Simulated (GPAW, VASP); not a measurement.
This is a calculation of BAs for VASP 6.6.1. 

File INCAR:

```
SYSTEM = BAs
PREC = Accurate ; ENCUT = 520
EDIFF = 1E-7 ; ISMEAR = 0
SIGMA = 0.020999999999999998 ; LREAL = .False.
LASPH = .True. ; NELM = 100
ALGO = Fast ; ISIF = 2
LWAVE = .False. ; LCHARG = .False.
GGA = PE ; NBANDS = 11
```

The input KPOINTS:

```
Automatic mesh
0
Gamma
  10 10 10
  0 0 0
```

Contents of POSCAR:

```
BAs
1.0
    0.0000000000      2.3885000000      2.3885000000
    2.3885000000      0.0000000000      2.3885000000
    2.3885000000      2.3885000000      0.0000000000
As B
1 1
Direct
    0.7500000000      0.7500000000      0.7500000000
    0.0000000000      0.0000000000      0.0000000000
```

Potentials or basis: VASP PAW PBE potentials, release 64 (As, B).

Launch:

```sh
$ cat potpaw_PBE.64/As/POTCAR potpaw_PBE.64/B/POTCAR > POTCAR
$ mpirun -np 1 vasp_std > vasp.out
```

Question: Translate it to GPAW 26.7.0 (ASE script). Potentials or basis there: GPAW PAW data sets (gpaw-data 1.2.1), cutoff 800 eV.

Answer: As run (cutoffs and basis follow the program's own potentials, and thresholds, step limits or extra output files can differ):

The input run.py:

```python
from ase import Atoms
from ase.dft.bandgap import bandgap
from ase.io import write
from ase.units import Bohr, GPa
from gpaw import GPAW, PW
from gpaw.elf import elf_from_dft_calculation

atoms = Atoms(['As', 'B'],
              cell=[[0.0, 2.3885, 2.3885],
                    [2.3885, 0.0, 2.3885],
                    [2.3885, 2.3885, 0.0]],
              scaled_positions=[[0.75, 0.75, 0.75],
                                [0.0, 0.0, 0.0]],
              pbc=True)

calc = GPAW(mode=PW(800),
            xc='PBE',
            kpts={'size': (10, 10, 10), 'gamma': True},
            occupations={'name': 'methfessel-paxton', 'order': 0, 'width': 0.020999999999999998},
            nbands=11,
            convergence={'density': 1e-05, 'energy': 1e-05},
            maxiter=150,
            txt='gpaw.txt')
atoms.calc = calc
energy = atoms.get_potential_energy()
forces = atoms.get_forces()
stress = atoms.get_stress()
calc.write('gs.gpw')
write('result.traj', atoms)
print(f'Energy: {energy:.6f} eV')
print('Forces (eV/A):')
print(forces.round(4))
print('Stress (GPa):', (stress / GPa).round(3))
print('Fermi level:', round(calc.get_fermi_level(), 4), 'eV')
print(f'Gap: {bandgap(calc)[0]:.4f} eV, direct: {bandgap(calc, direct=True)[0]:.4f} eV')

# fields on the real-space grid
write('density.cube', atoms, data=calc.get_pseudo_density() * Bohr**3)
write('potential.cube', atoms, data=calc.get_electrostatic_potential())
write('elf.cube', atoms, data=elf_from_dft_calculation(calc).data)
```

Potentials or basis: GPAW PAW data sets (gpaw-data 1.2.1), pw.

The run is started by

```sh
$ OMP_NUM_THREADS=1 python run.py
```

Both were run:

|  | VASP | GPAW |
| --- | --- | --- |
| Pressure | 3.4 GPa | 3.3 GPa |

Pressure is positive in compression.
